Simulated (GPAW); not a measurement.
# GaN (F-43m) in GPAW: further runs

One crystal, GaN, is run at these levels: PBE, SOGGA, TPSS; tasks: equation of state, band structure.

Everything below comes from runs of GPAW 26.7.0. Logs are shortened: lines on timing, memory, paths and dates and some standing lists are left out, and cuts for length are marked. The log counts tension as positive stress, the text compression.

**The experiment to reproduce.**

A printed reference work, textbook reports, for a bulk crystal of GaN at 0 K: band gap 3.299 eV (direct).

The runs below are set against these values where they give the same quantity.

## (1) The crystal as given

Symmetry: F-43m, No. 216, cubic system. Conventional cell: a = 4.507 Å, b = 4.507 Å, c = 4.507 Å, α = 90.00°, β = 90.00°, γ = 90.00°. Around Ga (site symmetry -43m) lie 4 N at 1.95 Å. N (site symmetry -43m) has 4 Ga at 1.95 Å as nearest neighbours.

The cell is a database's computed one.

## (2) Equation of state, PBE

Input file run.py:

```python
from ase import Atoms
from ase.eos import EquationOfState
from ase.io import Trajectory
from ase.units import GPa
from gpaw import GPAW

atoms = Atoms(['Ga', 'N'],
              cell=[[0.0, 2.2535006075, 2.2535006075],
                    [2.2535006075, 0.0, 2.2535006075],
                    [2.2535006075, 2.2535006075, 0.0]],
              scaled_positions=[[0.0, 0.0, 0.0],
                                [0.25, 0.25, 0.25]],
              pbc=True)

traj = Trajectory('eos.traj', 'w')
volumes, energies = [], []
for x in [0.94, 0.96, 0.98, 1.0, 1.02, 1.04, 1.06]:
    a = atoms.copy()
    a.set_cell(atoms.cell * x**(1 / 3), scale_atoms=True)
    calc = GPAW(mode='lcao',
                h=0.18,
                basis='sz(dzp)',
                xc='PBE',
                kpts={'size': (10, 10, 10), 'gamma': True},
                occupations={'name': 'fermi-dirac', 'width': 0.05},
                convergence={'density': 1e-05, 'energy': 1e-05},
                maxiter=150,
                txt=f'eos-{x:.2f}.txt')
    a.calc = calc
    energies.append(a.get_potential_energy(force_consistent=True))
    volumes.append(a.get_volume())
    calc.write(f'eos-{x:.2f}.gpw')
    traj.write(a)
    print(f'{x:.2f} {volumes[-1]:10.4f} A^3 {energies[-1]:14.6f} eV', flush=True)

v0, e0, B = EquationOfState(volumes, energies, eos='birchmurnaghan').fit()
print(f'V0 = {v0:.4f} A^3, E0 = {e0:.6f} eV, B0 = {B / GPa:.2f} GPa')
```

Potentials or basis: GPAW PAW data sets (gpaw-data 1.2.1), lcao:sz(dzp).

Launch:

```
$ OMP_NUM_THREADS=1 python run.py
```

What it wrote:

```text
__  _  _
 | _ |_)|_||  |
 |__||  | ||/\| - 26.7.0

Input parameters:
  mode=LCAO(),
  basis={'default': 'sz(dzp)'},
  convergence={'density': 1e-05, 'energy': 1e-05},
  h=0.18,
  kpts=MonkhorstPack(size=(10, 10, 10), gamma=True),
  maxiter=150,
  occupations=Occupations(name='fermi-dirac', width=0.05),
  xc=XC(name='PBE')

           N
       Ga

Atoms  # Å, Bohr magnetons
|   | symbol |        x |        y |        z |    initial magnetic moments |
|---|--------|----------|----------|----------|-----------------------------|
| 0 |     Ga | 0.000000 | 0.000000 | 0.000000 | ( 0.0000,  0.0000,  0.0000) |
| 1 |      N | 1.103749 | 1.103749 | 1.103749 | ( 0.0000,  0.0000,  0.0000) |

Unit cell  # Å
| periodic |        x |        y |        z |  lengths |    angles |
|----------|----------|----------|----------|----------|-----------|
|      yes | 0.000000 | 2.207498 | 2.207498 | 3.121873 | 60.000000 |
|      yes | 2.207498 | 0.000000 | 2.207498 | 3.121873 | 60.000000 |
|      yes | 2.207498 | 2.207498 | 0.000000 | 3.121873 | 60.000000 |

Number of symmetries: 24
Symmetry operations  # r_c * U_cc + t_c -> r_c
|    | kind |            matrix            |
|----|------|------------------------------|
|  0 |  E   |  1, 0, 0,  0, 1, 0,  0, 0, 1 |
|  1 |  σ   |  1, 0, 0,  0, 0, 1,  0, 1, 0 |
|  2 |  σ   |  1, 0,-1,  0, 1,-1,  0, 0,-1 |
|  3 |  C3  |  1, 0,-1,  0, 0,-1,  0, 1,-1 |
|  4 |  C3  |  1,-1, 0,  0,-1, 1,  0,-1, 0 |
|  5 |  σ   |  1,-1, 0,  0,-1, 0,  0,-1, 1 |
|  6 |  σ   |  0, 1, 0,  1, 0, 0,  0, 0, 1 |
|  7 |  C3  |  0, 1, 0,  0, 0, 1,  1, 0, 0 |
|  8 |  C2  |  0, 1,-1,  1, 0,-1,  0, 0,-1 |
|  9 |  S4  |  0, 1,-1,  0, 0,-1,  1, 0,-1 |
| 10 |  C3  |  0, 0, 1,  1, 0, 0,  0, 1, 0 |
| 11 |  σ   |  0, 0, 1,  0, 1, 0,  1, 0, 0 |
| 12 |  S4  |  0, 0,-1,  1, 0,-1,  0, 1,-1 |
| 13 |  C3  |  0, 0,-1,  0, 1,-1,  1, 0,-1 |
| 14 |  S4  |  0,-1, 1,  1,-1, 0,  0,-1, 0 |
| 15 |  C2  |  0,-1, 1,  0,-1, 0,  1,-1, 0 |
| 16 |  C3  |  0,-1, 0,  1,-1, 0,  0,-1, 1 |
| 17 |  S4  |  0,-1, 0,  0,-1, 1,  1,-1, 0 |
| 18 |  S4  | -1, 1, 0, -1, 0, 1, -1, 0, 0 |
| 19 |  C3  | -1, 1, 0, -1, 0, 0, -1, 0, 1 |
| 20 |  C3  | -1, 0, 1, -1, 1, 0, -1, 0, 0 |
| 21 |  S4  | -1, 0, 1, -1, 0, 0, -1, 1, 0 |
| 22 |  σ   | -1, 0, 0, -1, 1, 0, -1, 0, 1 |
| 23 |  C2  | -1, 0, 0, -1, 0, 1, -1, 1, 0 |

BZ-sampling:
  Number of BZ points: 1000
  Number of IBZ points: 47

  Monkhorst-Pack size: [10, 10, 10]
  Monkhorst-Pack shift: [0.05, 0.05, 0.05]

K-points  # in reciprocal-cell coordinates
|     |                                coordinates |     weight |
|-----|--------------------------------------------|------------|
|   0 | (  0.00000000,   0.00000000,   0.00000000) | 0.00100000 |
|   1 | (  0.10000000,   0.10000000,   0.00000000) | 0.00600000 |
|   2 | (  0.10000000,   0.10000000,   0.10000000) | 0.00800000 |
|   3 | (  0.20000000,   0.10000000,   0.10000000) | 0.01200000 |
|   4 | (  0.20000000,   0.20000000,   0.00000000) | 0.00600000 |
|   5 | (  0.20000000,   0.20000000,   0.10000000) | 0.02400000 |
|   6 | (  0.20000000,   0.20000000,   0.20000000) | 0.00800000 |
|   7 | (  0.30000000,   0.20000000,   0.10000000) | 0.02400000 |
|   8 | (  0.30000000,   0.20000000,   0.20000000) | 0.02400000 |
|   9 | (  0.30000000,   0.30000000,   0.00000000) | 0.00600000 |
| ... |                                            |            |
|  46 | (  0.50000000,   0.50000000,   0.50000000) | 0.00400000 |

basis functions: 8
Spin-components: 1 (collinear spins)
Bands:           8
Projectors:      10
Spin-degeneracy: 2
Datatype:        <class 'complex'>

Parallelization:
  kpt:    1
  domain: 1
  band:   1

Density:
  Valence electrons: 8.0
  Components: 1
  Grid points: [16 16 16]
  Charge: 0.0  # |e|

Potential:
  Grid points: [16 16 16]

species:
  Ga:
    name:    Gallium
    Z:       31.0
    valence: 3
    core:    28
    charge:  0.0  # [|e|]
    compensation charges:
      type: gauss
      rc: 0.37  # [Å]
      lmax: 2
    cutoffs:
      filter: 2.06  # [Å]
      core: 4.17  # [Å]
    projectors
    | kind |    occ | energy [eV] | rcut [Å] |
    |------|--------|-------------|----------|
    |   4s |  2.000 |      -8.945 |    1.164 |
    |   4p |  1.000 |      -2.580 |    1.164 |
    |    s |        |      18.266 |    1.164 |
    |    p |        |      24.631 |    1.164 |
    |    d |        |       0.000 |    1.164 |

    LCAO basis set for Ga:
      Name: sz(dzp)
      File: <dir>
      Number of radial functions: 2
      Number of spherical harmonics: 4
        l=0, rc=7.2656 Bohr: 4s-sz confined orbital
        l=1, rc=10.3438 Bohr: 4p-sz confined orbital
      Number of RI-basis functions 0
[... 74 lines left out ...]
|      yes | 2.207498 | 0.000000 | 2.207498 | 3.121873 | 60.000000 |
|      yes | 2.207498 | 2.207498 | 0.000000 | 3.121873 | 60.000000 |

Number of symmetries: 24
Symmetry operations  # r_c * U_cc + t_c -> r_c
|    | kind |            matrix            |
|----|------|------------------------------|
|  0 |  E   |  1, 0, 0,  0, 1, 0,  0, 0, 1 |
|  1 |  σ   |  1, 0, 0,  0, 0, 1,  0, 1, 0 |
|  2 |  σ   |  1, 0,-1,  0, 1,-1,  0, 0,-1 |
|  3 |  C3  |  1, 0,-1,  0, 0,-1,  0, 1,-1 |
|  4 |  C3  |  1,-1, 0,  0,-1, 1,  0,-1, 0 |
|  5 |  σ   |  1,-1, 0,  0,-1, 0,  0,-1, 1 |
|  6 |  σ   |  0, 1, 0,  1, 0, 0,  0, 0, 1 |
|  7 |  C3  |  0, 1, 0,  0, 0, 1,  1, 0, 0 |
|  8 |  C2  |  0, 1,-1,  1, 0,-1,  0, 0,-1 |
|  9 |  S4  |  0, 1,-1,  0, 0,-1,  1, 0,-1 |
| 10 |  C3  |  0, 0, 1,  1, 0, 0,  0, 1, 0 |
| 11 |  σ   |  0, 0, 1,  0, 1, 0,  1, 0, 0 |
| 12 |  S4  |  0, 0,-1,  1, 0,-1,  0, 1,-1 |
| 13 |  C3  |  0, 0,-1,  0, 1,-1,  1, 0,-1 |
| 14 |  S4  |  0,-1, 1,  1,-1, 0,  0,-1, 0 |
| 15 |  C2  |  0,-1, 1,  0,-1, 0,  1,-1, 0 |
| 16 |  C3  |  0,-1, 0,  1,-1, 0,  0,-1, 1 |
| 17 |  S4  |  0,-1, 0,  0,-1, 1,  1,-1, 0 |
| 18 |  S4  | -1, 1, 0, -1, 0, 1, -1, 0, 0 |
| 19 |  C3  | -1, 1, 0, -1, 0, 0, -1, 0, 1 |
| 20 |  C3  | -1, 0, 1, -1, 1, 0, -1, 0, 0 |
| 21 |  S4  | -1, 0, 1, -1, 0, 0, -1, 1, 0 |
| 22 |  σ   | -1, 0, 0, -1, 1, 0, -1, 0, 1 |
| 23 |  C2  | -1, 0, 0, -1, 0, 1, -1, 1, 0 |

BZ-sampling:
  Number of BZ points: 1000
  Number of IBZ points: 47

  Monkhorst-Pack size: [10, 10, 10]
  Monkhorst-Pack shift: [0.05, 0.05, 0.05]

K-points  # in reciprocal-cell coordinates
|     |                                coordinates |     weight |
|-----|--------------------------------------------|------------|
|   0 | (  0.00000000,   0.00000000,   0.00000000) | 0.00100000 |
|   1 | (  0.10000000,   0.10000000,   0.00000000) | 0.00600000 |
|   2 | (  0.10000000,   0.10000000,   0.10000000) | 0.00800000 |
|   3 | (  0.20000000,   0.10000000,   0.10000000) | 0.01200000 |
|   4 | (  0.20000000,   0.20000000,   0.00000000) | 0.00600000 |
|   5 | (  0.20000000,   0.20000000,   0.10000000) | 0.02400000 |
|   6 | (  0.20000000,   0.20000000,   0.20000000) | 0.00800000 |
|   7 | (  0.30000000,   0.20000000,   0.10000000) | 0.02400000 |
|   8 | (  0.30000000,   0.20000000,   0.20000000) | 0.02400000 |
|   9 | (  0.30000000,   0.30000000,   0.00000000) | 0.00600000 |
| ... |                                            |            |
|  46 | (  0.50000000,   0.50000000,   0.50000000) | 0.00400000 |

basis functions: 8
Spin-components: 1 (collinear spins)
Bands:           8
Projectors:      10
Spin-degeneracy: 2
Datatype:        <class 'complex'>

Parallelization:
  kpt:    1
  domain: 1
  band:   1

Density:
  Valence electrons: 8.0
  Components: 1
  Grid points: [16 16 16]
  Charge: 0.0  # |e|

Potential:
  Grid points: [16 16 16]

species:
  Ga:
    name:    Gallium
    Z:       31.0
    valence: 3
    core:    28
    charge:  0.0  # [|e|]
    compensation charges:
      type: gauss
      rc: 0.37  # [Å]
      lmax: 2
    cutoffs:
      filter: 2.06  # [Å]
      core: 4.17  # [Å]
    projectors
    | kind |    occ | energy [eV] | rcut [Å] |
    |------|--------|-------------|----------|
    |   4s |  2.000 |      -8.945 |    1.164 |
    |   4p |  1.000 |      -2.580 |    1.164 |
    |    s |        |      18.266 |    1.164 |
    |    p |        |      24.631 |    1.164 |
    |    d |        |       0.000 |    1.164 |

    LCAO basis set for Ga:
      Name: sz(dzp)
      File: <dir>
      Number of radial functions: 2
      Number of spherical harmonics: 4
        l=0, rc=7.2656 Bohr: 4s-sz confined orbital
        l=1, rc=10.3438 Bohr: 4p-sz confined orbital
      Number of RI-basis functions 0

  N:
    name:    Nitrogen
    Z:       7.0
    valence: 5
    core:    2
    charge:  0.0  # [|e|]
    compensation charges:
      type: gauss
      rc: 0.18  # [Å]
      lmax: 2
    cutoffs:
      filter: 1.11  # [Å]
      core: 0.96  # [Å]
    projectors
    | kind |    occ | energy [eV] | rcut [Å] |
    |------|--------|-------------|----------|
    |   2s |  2.000 |     -18.583 |    0.603 |
    |   2p |  3.000 |      -7.089 |    0.529 |
    |    s |        |       8.629 |    0.603 |
    |    p |        |      20.123 |    0.529 |
    |    d |        |       0.000 |    0.577 |

    LCAO basis set for N:
      Name: sz(dzp)
      File: <dir>
      Number of radial functions: 2
      Number of spherical harmonics: 4
        l=0, rc=4.8594 Bohr: 2s-sz confined orbital
        l=1, rc=6.0625 Bohr: 2p-sz confined orbital
      Number of RI-basis functions 0

Reference energy: -54366.393033  # eV

eigensolver:
  <gpaw.new.lcao.eigensolver.LCAOEigensolver object>
density mixing:
  MSR1-Mixer
  Pratt-step length: 0.05
  Maximum mixing coefficient: 0.75
  Old densities: 10
  SVD Regularization: 0.005
  Good broyden scale: 1.0
  Trust region scale: 1.0
  Backstep threshold: 4.0
  History deletion threshold: 6.0
  Fourier metric: weight=20.0, sigma=0.015

occupation numbers:
  Fermi-Dirac:
    width: 0.0500  # eV

FastPoissonSolver using
    Stencil: 12*3+1=37 point O(h^6) finite-difference Laplacian
    FFT axes: [np.int64(0), np.int64(1), np.int64(2)]
    FST axes: []

xc functional:
  name: PBE with 2 nearest neighbor stencil
interpolation: tri-quintic # 5. degree polynomial

convergence criteria:
- Maximum integral of absolute [dens]ity change: 1e-05 electrons / valence electron
- Maximum [total energy] change in last 3 cyles: 1e-05 eV / valence electron
- Maximum integral of absolute [eigenst]ate change: 4e-08 eV^2 / valence electron
maximum number of iterations: 150

SCF iterations
|iter     | |      energy | eigst |  dens |
|---------|-|-------------|-------|-------|
|iter:   1| |  -12.048824 |      c|       |
|iter:   2| |  -11.740741 |      c| -0.65 |
|iter:   3| |  -10.747481 |      c| -0.70 |
|iter:   4| |  -10.743358 |      c| -1.49 |
|iter:   5| |  -10.742404 |      c| -1.78 |
|iter:   6| |  -10.742406 |      c| -3.79 |
|iter:   7| |  -10.742408c|      c| -4.21 |
|iter:   8| |  -10.742408c|      c| -6.26c|

Converged in 8 steps
Energy contributions relative to reference atoms: (reference = -54366.393033)

Energy contributions:
  Kinetic:          66.145652
  Coulomb:         -57.906480
  Zero:              0.500429
  External:          0.000000
  Xc:              -19.482009
  Entropy:          -0.000000
  Spinorbit:         0.000000
  ----------------------------
  Free energy:     -10.742408
  Extrapolated:    -10.742408

dipole moment: (-12.340503, -12.340503, -12.340503)  # |e|*Ang

Fermi level: 8.752
Eigenvalues  # (at kpt = [0.000, 0.000, 0.000])
| band index |      eig [eV] | occ [0-2] |
|------------|---------------|-----------|
|          0 |        -9.228 |     2.000 |
|          1 |         7.404 |     2.000 |
|          2 |         7.404 |     2.000 |
|          3 |         7.419 |     2.000 |
|          4 |         9.908 |     0.000 |
|          5 |        19.011 |     0.000 |
|          6 |        19.011 |     0.000 |
|          7 |        19.013 |     0.000 |

Gap: 2.490 eV
Transition (v -> c):
  (s=0, k=0, n=3, [0.00, 0.00, 0.00]) -> (s=0, k=0, n=4, [0.00, 0.00, 0.00])
No difference between direct/indirect transitions
# Writing to eos-0.94.gpw (mode='')
```

Run time: 2.4 min. Hardware: 1 thread of Arm Neoverse V1, shared host; peak memory 0.2 GiB.

These settings aren't checked as converged: the numbers below hold their error.

Results:

```
Equilibrium volume : 12.41 Å³/atom (rough: see the caveat)
Bulk modulus       : 212 GPa (rough)
```

Caveat: the data sets keep Ga 3d, Li 1s and Be 1s frozen, and some such compounds lay over 1.5 % in volume off other programs; the minimum lies outside the volumes run; the basis of atomic orbitals isn't converged, which shifts pressures, moduli and gaps.

[end of part 1 of 2]
